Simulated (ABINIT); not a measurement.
MoS2:

```xyz
3
Lattice="3.2275 0.0000 0.0000 -1.6137 2.7951 0.0000 0.0000 0.0000 6.3125" Properties=species:S:1:pos:R:3 pbc="T T T"
Mo    0.0000    0.0000    3.1562
S     1.6137    0.9317    4.7008
S     0.0000    1.8634    1.6117
```

Measurements of this composition are mostly on another form, of space group No. 194.

* Program: ABINIT 10.8.3 (patched build)
* Task: single point
* Functional: PBEsol
* Potentials or basis: PseudoDojo NC SR PBEsol v0.4.1 standard
* Cutoff: 980 eV
* k mesh: 7 × 7 × 3
* Occupations: fermi-dirac, width 0.05 eV
* Spin: no spin polarisation

On this cell: pressure -3.3 GPa; largest force 0.007 eV/Å; band gap on the k mesh none (metal or under the smearing width).

The same run follows on a disturbed copy (cell strained at random):

```xyz
3
Lattice="3.2220 0.0412 0.0307 -1.5753 2.6936 0.0087 0.0601 0.0543 6.5139" Properties=species:S:1:pos:R:3 pbc="T T T"
Mo    0.0300    0.0272    3.2569
S     1.6676    0.9658    4.8741
S     0.0391    1.8233    1.6792
```

**Question.** What does the disturbed cell give?

**Answer.** The energy (extrapolated to zero smearing) moves by +11.8 meV/atom; pressure -3.4 GPa; largest force 0.545 eV/Å; band gap on the k mesh none (metal or under the smearing width).

Forces in eV/Å, atoms in the order of the input:
```
Mo   0.000  0.000  0.000
S   -0.307 -0.320 -0.317
S    0.307  0.320  0.317
```

Stress tensor (GPa, compression positive):
```
-6.53 -3.15 -2.89
-3.15  0.14 -2.98
-2.89 -2.98 -3.87
```

Caveats: this functional lacks dispersion, which binds the layers, so the pressure and a relaxed spacing across them are unreliable (some runs).
